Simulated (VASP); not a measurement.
# H2O in VASP: settings compared

Aim: see how the results for H2O move with the level of theory and the settings. Levels: PBE+D3(BJ), PBE, RPBE, RPBE+D3(BJ). Tasks: relaxation of the atoms, single point.

Everything below comes from runs of VASP 6.6.1. Logs are shortened: lines on timing, memory, paths and dates and some standing lists are left out, and cuts for length are marked.

### Step 1. The molecule as given

The cell holds a molecule in a box, 3 atoms: a = 11.937 Å, b = 12.437 Å, c = 12.937 Å, α = 90.00°, β = 90.00°, γ = 90.00°.

### Step 2. Relaxation of the atoms, PBE+D3(BJ)

INCAR

```
PREC = Accurate
ENCUT = 400
EDIFF = 1E-7
ISMEAR = 0
SIGMA = 0.01
LREAL = False
LASPH = True
NELM = 100
ALGO = Normal
ISIF = 2
LWAVE = False
LCHARG = False
GGA = PE
IVDW = 12
IBRION = 2
NSW = 120
EDIFFG = -0.03
ISYM = 0
```

KPOINTS

```
regular mesh
0
Gamma
  1 1 1
```

POSCAR

```
H2O
1.0
   11.9373188901      0.0000000000      0.0000000000
    0.0000000000     12.4373188901      0.0000000000
    0.0000000000      0.0000000000     12.9373188901
H O
2 1
Selective dynamics
Direct
    0.5294104654      0.5204123165      0.4471540069  F F F
    0.5015528375      0.4836879218      0.5582526744  T T T
    0.4690366970      0.5079602389      0.4945933187  T T T
```

Potentials or basis: VASP PAW PBE potentials, release 64 (H, O).

Command:

```bash
$ cat potpaw_PBE.64/H/POTCAR potpaw_PBE.64/O/POTCAR > POTCAR
$ mpirun -np 4 vasp_gam > vasp.out
```

OUTCAR:

```text
PREC = Accurate
   ENCUT = 400
   EDIFF = 1E-7
   ISMEAR = 0
   LREAL = False
   LASPH = True
   NELM = 100
   ISIF = 2
   GGA = PE
   IVDW = 12
   IBRION = 2
   NSW = 120
   EDIFFG = -0.03
   ISYM = 0
 IVDW          = 12

 ion  position               nearest neighbor table
   1  0.529  0.520  0.447-   3 0.96
   2  0.502  0.484  0.558-   3 0.96
   3  0.469  0.508  0.495-   1 0.96   2 0.96

IMPORTANT INFORMATION: All symmetrisations will be switched off!
NOSYMM: (Re-)initialisation of all symmetry stuff for point group C_1.

----------------------------------------------------------------------------------------

                                     Primitive cell

  volume of cell :    1920.7810

  direct lattice vectors                    reciprocal lattice vectors
    11.937318890  0.000000000  0.000000000     0.083770904  0.000000000  0.000000000
     0.000000000 12.437318890  0.000000000     0.000000000  0.080403181  0.000000000
     0.000000000  0.000000000 12.937318890     0.000000000  0.000000000  0.077295768

  length of vectors
    11.937318890 12.437318890 12.937318890     0.083770904  0.080403181  0.077295768

  position of ions in fractional coordinates (direct lattice)
     0.529410465  0.520412316  0.447154007
     0.501552838  0.483687922  0.558252674
     0.469036697  0.507960239  0.494593319

  ion indices of the primitive-cell ions
   primitive index   ion index
                 1           1
                 2           2
                 3           3

----------------------------------------------------------------------------------------

 KPOINTS: regular mesh

Automatic generation of k-mesh.
 Grid dimensions read from file:
 generate k-points for:    1    1    1

 Generating k-lattice:

  Cartesian coordinates                     Fractional coordinates (reciprocal lattice)
     0.083770904  0.000000000  0.000000000     1.000000000  0.000000000  0.000000000
     0.000000000  0.080403181  0.000000000     0.000000000  1.000000000  0.000000000
     0.000000000  0.000000000  0.077295768     0.000000000  0.000000000  1.000000000

  Length of vectors
     0.083770904  0.080403181  0.077295768

  Shift w.r.t. Gamma in fractional coordinates (k-lattice)
     0.000000000  0.000000000  0.000000000

 Subroutine IBZKPT returns following result:
 ===========================================

 Found      1 irreducible k-points:

 Following reciprocal coordinates:
            Coordinates               Weight
  0.000000  0.000000  0.000000      1.000000
   k-points           NKPTS =      1   k-points in BZ     NKDIM =      1   number of bands    NBANDS=      8
   number of dos      NEDOS =    301   number of ions     NIONS =      3
   total plane-waves  NPLWV = 564480
   dimension x,y,z NGX =    80 NGY =   84 NGZ =   84
   dimension x,y,z NGXF=   160 NGYF=  168 NGZF=  168
   ions per type =               2   1
   NGX,Y,Z   is equivalent  to a cutoff of  11.14, 11.23, 10.79 a.u.
   NGXF,Y,Z  is equivalent  to a cutoff of  22.28, 22.46, 21.59 a.u.
 SYSTEM =  unknown system
   PREC   = accura    normal or accurate (medium, high low for compatibility)
   ISTART =      0    job   : 0-new  1-cont  2-samecut
   ICHARG =      2    charge: 1-file 2-atom 10-const
   ISPIN  =      1    spin polarized calculation?
   LNONCOLLINEAR =      F non collinear calculations
   LSORBIT =      F    spin-orbit coupling
   LASPH  =      T    aspherical Exc in radial PAW
   ENCUT  =  400.0 eV  29.40 Ry    5.42 a.u.  19.47 20.28 21.10*2*pi/ulx,y,z
   NELM   =    100;   NELMIN=  2; NELMDL= -5     # of ELM steps
   EDIFF  = 0.1E-06   stopping-criterion for ELM
   LREAL  =      F    real-space projection
   EDIFFG = -.3E-01   stopping-criterion for IOM
   NSW    =    120    number of steps for IOM
   IBRION =      2    ionic relax: 0-MD 1-quasi-New 2-CG
   NFREE  =      1    steps in history (QN), initial steepest desc. (CG)
   ISIF   =      2    stress and relaxation
   ISYM   =      0    0-nonsym 1-usesym 2-fastsym
   POTIM  = 0.5000    time-step for ionic-motion
   TEBEG  =    0.0;   TEEND  =   0.0 temperature during run
   PSTRESS=    0.0 pullay stress
   NELECT =       8.0000    total number of electrons
   NUPDOWN=      -1.0000    fix difference up-down
   EMIN   =  10.00;   EMAX   =-10.00  energy-range for DOS
   EFERMI =   0.00;   METHOD = LEGACY
   ISMEAR =     0;   SIGMA  =   0.01  broadening in eV -4-tet -1-fermi 0-gaus
   EFERMI_NEDOS =   21; number of points for ismear=-14 and -15
   IALGO  =     38    algorithm
   IMIX   =      4    mixing-type and parameters
     AMIX     =   0.40;   BMIX     =  1.00
     AMIX_MAG =   1.60;   BMIX_MAG =  1.00
  volume/ion in A,a.u.               =     640.26      4320.69
  Fermi-wavevector in a.u.,A,eV,Ry     =   0.263398  0.497750  0.943951  0.069378
  Thomas-Fermi vector in A             =   1.094359
   LORBIT       =      0    0 simple, 1 ext, 2 COOP (PROOUT), +10 PAW based schemes
   GGA     = PE    functional components
   LHFCALC =     F    Hartree Fock is set to
   AEXX    =    0.0000 exact exchange contribution
   IVDW    =    12    specifies the selected vdW correction
   LEPSILON=     F    determine dielectric tensor
   LRPA    =     F    only Hartree local field effects (RPA)
 conjugate gradient relaxation of ions
 non-spin polarized calculation
 Gauss-broadening in eV      SIGMA  =   0.01
  energy-cutoff  :      400.00
  volume of cell :     1920.78
 maximum number of plane-waves:     17449
 NGX is ok and might be reduce to    80
   NGX = 39   NGY = 41   NGZ = 43

--------------------------------------- Ionic step        1  -------------------------------------------

 number of electron       8.0000004 magnetization

 Free energy of the ion-electron system (eV)
  ---------------------------------------------------
  ext. energy  EPLUGINS =         0.00000000
  ---------------------------------------------------
  free energy    TOTEN  =       -14.22224539 eV

  energy without entropy =      -14.22224539  energy(sigma->0) =      -14.22224539

------------------------ aborting loop because EDIFF is reached ----------------------------------------

 Edisp (eV)   -0.00981

 E8    (eV) :    -0.0023
[... 108 lines left out ...]
  FREE ENERGIE OF THE ION-ELECTRON SYSTEM (eV)
  ---------------------------------------------------
  free  energy   TOTEN  =       -14.2415924377 eV

  energy  without entropy=      -14.2415924377  energy(sigma->0) =      -14.24159244

[... ionic steps 4 to 7 ...]

--------------------------------------- Ionic step        8  -------------------------------------------

 number of electron       8.0000008 magnetization

------------------------ aborting loop because EDIFF is reached ----------------------------------------
[... 77 lines left out ...]
--------------------------------------- Ionic step       10  -------------------------------------------

 number of electron       8.0000008 magnetization

 Free energy of the ion-electron system (eV)
  ---------------------------------------------------
  ext. energy  EPLUGINS =         0.00000000
  ---------------------------------------------------
  free energy    TOTEN  =       -14.23374246 eV

  energy without entropy =      -14.23374246  energy(sigma->0) =      -14.23374246

 E-fermi :  -7.0891     XC(G=0):  -0.3165

 val. band max:       -7.1708163392   @ k =   0.0000   0.0000   0.0000
 cond. band min:      -0.9582342048   @ k =   0.0000   0.0000   0.0000
 fundamental gap:      6.2125821344
 Fermi energy:        -7.0890569107

 k-point     1 :       0.0000    0.0000    0.0000
  band No.  band energies     occupation
      1     -25.2454      2.00000
      2     -13.0403      2.00000
      3      -9.2255      2.00000
      4      -7.1708      2.00000
      5      -0.9582      0.00000
      6       0.2067      0.00000
      7       0.4571      0.00000
      8       0.7324      0.00000
[... 32 lines left out ...]
  FREE ENERGIE OF THE ION-ELECTRON SYSTEM (eV)
  ---------------------------------------------------
  free  energy   TOTEN  =       -14.2435555449 eV

  energy  without entropy=      -14.2435555449  energy(sigma->0) =      -14.24355554

 reached required accuracy - stopping structural energy minimisation
```

CONTCAR:

```text
H2O
   1.00000000000000
    11.9373188901000002    0.0000000000000000    0.0000000000000000
     0.0000000000000000   12.4373188901000002    0.0000000000000000
     0.0000000000000000    0.0000000000000000   12.9373188901000002
  H               O
     2     1
Selective dynamics
Direct
     0.5294104653999980    0.5204123164999999    0.4471540069000000   F   F   F
     0.5025041600184771    0.4837342503166803    0.5579277373511750   T   T   T
     0.4673059829475911    0.5081796975206878    0.4943294408892038   T   T   T

  0.00000000E+00  0.00000000E+00  0.00000000E+00
  0.00000000E+00  0.00000000E+00  0.00000000E+00
  0.00000000E+00  0.00000000E+00  0.00000000E+00
```

It took 4.3 min on 4 MPI ranks of Intel Xeon Platinum 8259CL at 2.50GHz (Skylake/Cascade Lake), shared host; peak memory 0.39 GiB.

What came out:

```
Free energy                     : -14.2436 eV
Energy gained by relaxing       : 3.8 meV/atom
Ionic steps                     : 10
Gap between the frontier levels : 6.21 eV
Dispersion energy per atom      : -0.003 eV
```

The path:
```csv
step,energy change (eV),largest force (eV/Å),pressure (GPa)
1,0.0000,0.9642,-0.04
2,0.0358,1.8312,-0.13
3,-0.0095,0.3766,-0.07
4,-0.0059,0.7927,-0.08
5,-0.0110,0.1190,-0.07
6,-0.0112,0.0820,-0.07
7,-0.0115,0.0412,-0.07
8,-0.0115,0.0429,-0.07
9,-0.0113,0.1532,-0.07
10,-0.0115,0.0158,-0.07
```

Final structure:
```
H O
1.0
    11.93732    0.00000    0.00000
     0.00000   12.43732    0.00000
     0.00000    0.00000   12.93732
H O
2 1
Cartesian
  6.3197 6.4725 5.7850
  5.9986 6.0164 7.2181
  5.5784 6.3204 6.3953
```

Levels at points of the mesh, in eV from the valence-band top:
| k point | band 1 | band 2 | band 3 | band 4 | band 5 | band 6 | band 7 | band 8 |
| --- | --- | --- | --- | --- | --- | --- | --- | --- |
| (0.00, 0.00, 0.00) | -18.07 | -5.87 | -2.05 | 0.00 | 6.21 | 7.38 | 7.63 | 7.90 |

Caveat: the cutoff is under 1.25 times the usual one of these potentials, so pressure, stress and relaxed cells hold a basis-set (Pulay) error. As with any semilocal functional, this PBE gap is likely too small.

### Step 3. Single point, PBE

INCAR

```
SYSTEM = H2O
  ALGO = Normal
  EDIFF = 1E-7
  ENCUT = 400
  GGA = PE
  ISIF = 2
  ISMEAR = 0
  ISYM = 0
  LASPH = .True.
  LCHARG = .False.
  LREAL = .False.
  LWAVE = .False.
  NBANDS = 11
  NELM = 100
  PREC = Accurate
  SIGMA = 0.01
```

KPOINTS

```
k-points
0
Gamma
  1 1 1
  0 0 0
```

POSCAR

```
H2O                                     
1.0
   11.9373188901      0.0000000000      0.0000000000
    0.0000000000     12.4373188901      0.0000000000
    0.0000000000      0.0000000000     12.9373188901
  H               O             
     2     1
Selective dynamics
Direct
     0.5294104653999980    0.5204123164999999    0.4471540069000000   F   F   F
     0.5025041600184771    0.4837342503166803    0.5579277373511750   T   T   T
     0.4673059829475911    0.5081796975206878    0.4943294408892038   T   T   T
```

Potentials or basis: VASP PAW PBE potentials, release 64 (H, O).

Command:

```bash
$ cat potpaw_PBE.64/H/POTCAR potpaw_PBE.64/O/POTCAR > POTCAR
$ mpirun -np 4 vasp_gam > vasp.out
```

It took 38 s on 4 MPI ranks of Intel Xeon Platinum 8259CL at 2.50GHz (Skylake/Cascade Lake), shared host; peak memory 0.37 GiB.

The run converged. Its results:

| Item | Value |
| --- | --- |
| Free energy | -14.2337 eV |
| Largest force | 0.016 eV/Å |
| Gap between the frontier levels | 6.21 eV |

Forces in eV/Å, atoms in the order of the input:
```
H    0.012  0.001 -0.007
H    0.000  0.001 -0.004
O   -0.011 -0.002  0.011
```

Levels at points of the mesh, in eV from the valence-band top:
| k point | band 1 | band 2 | band 3 | band 4 | band 5 | band 6 | band 7 | band 8 | band 9 |
| --- | --- | --- | --- | --- | --- | --- | --- | --- | --- |
| (0.00, 0.00, 0.00) | -18.07 | -5.87 | -2.05 | 0.00 | 6.21 | 7.38 | 7.63 | 7.90 | 8.00 |

Caveat: the cutoff is under 1.25 times the usual one of these potentials, so pressure, stress and relaxed cells hold a basis-set (Pulay) error. A hybrid or GW would open this gap; PBE tends to underestimate it.

### Step 4. Single point, RPBE

Changes to INCAR since step 3:

```diff
@@ -4,3 +4,3 @@
   ENCUT = 400
-  GGA = PE
+  GGA = RP
   ISIF = 2
```

KPOINTS is that of step 3.

POSCAR is that of step 3.

Command:

```bash
$ cat potpaw_PBE.64/H/POTCAR potpaw_PBE.64/O/POTCAR > POTCAR
$ mpirun -np 4 vasp_gam > vasp.out
```

It took 36 s on 4 MPI ranks of Intel Xeon Platinum 8259CL at 2.50GHz (Skylake/Cascade Lake), shared host; peak memory 0.37 GiB.

The run converged. Its results:

```yaml
Free_energy: -14.1721 eV
Largest_force: 0.063 eV/Å
Gap_between_the_frontier_levels: 6.09 eV
```

Forces in eV/Å, atoms in the order of the input:
```
H    0.038 -0.002 -0.004
H    0.025 -0.003  0.003
O   -0.063  0.005  0.001
```

Levels at points of the mesh, in eV from the valence-band top:
| k point | band 1 | band 2 | band 3 | band 4 | band 5 | band 6 | band 7 | band 8 |
| --- | --- | --- | --- | --- | --- | --- | --- | --- |
| (0.00, 0.00, 0.00) | -18.17 | -5.89 | -2.08 | 0.00 | 6.09 | 7.34 | 7.53 | 7.82 |

Caveat: the cutoff is under 1.25 times the usual one of these potentials, so pressure, stress and relaxed cells hold a basis-set (Pulay) error; the PAW data sets were made with another functional, which shifts forces and pressure a little.

[end of part 1 of 2]
